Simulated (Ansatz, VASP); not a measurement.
# Sr, level by level in two programs

```xyz
1
Lattice="0.0000 3.0423 3.0423 3.0423 0.0000 3.0423 3.0423 3.0423 0.0000" Properties=species:S:1:pos:R:3 pbc="T T T"
Sr    0.0000    0.0000    0.0000
```

Single points on this cell with VASP 6.6.1 and Ansatz 0.2.0. Each row is one pair of runs. Alike in all rows: spin: off; k mesh: 8 × 8 × 8; smearing: fermi-dirac, width 0.05 eV; VASP's potentials, cutoff: VASP PAW PBE potentials, release 64 (Sr_sv), 520 eV.

| level | Ansatz's potentials, cutoff | gap on the k mesh at the Fermi level (eV), VASP | gap on the k mesh at the Fermi level (eV), Ansatz | pressure (GPa), VASP | pressure (GPa), Ansatz |
| --- | --- | --- | --- | --- | --- |
| PBE | Ansatz PAW, 420 eV | none | none | -0.3 | -0.3 |
| PBE | Ansatz PAW earlier set, 400 eV | none | none | -0.3 | -0.3 |
| PBE | JTH PAW, 690 eV | none | none | -0.3 | -0.3 |
| PBE | SPMS NC, 354 eV | none | ? | -0.3 | ? |
| PBE | PseudoDojo standard (PBE files), 925 eV | none | none | -0.3 | -0.3 |
| PBE | PseudoDojo stringent (PBE files), 871 eV | none | none | -0.3 | -0.3 |
| PBEsol | Ansatz PAW, 420 eV | none | none | -0.9 | -0.9 |

Problem. Fill in what Ansatz gave in row 4.

Solution. gap on the k mesh at the Fermi level (eV): none; pressure (GPa): -0.4.

A gap of «none» marks a metal or a gap that the smearing closes.

Caveats: the PAW data sets were made with another functional, which shifts forces and pressure a little (VASP); the PAW data sets come from PBE, with cores solved anew for the run's functional, which leaves a small shift of forces and pressure (Ansatz).
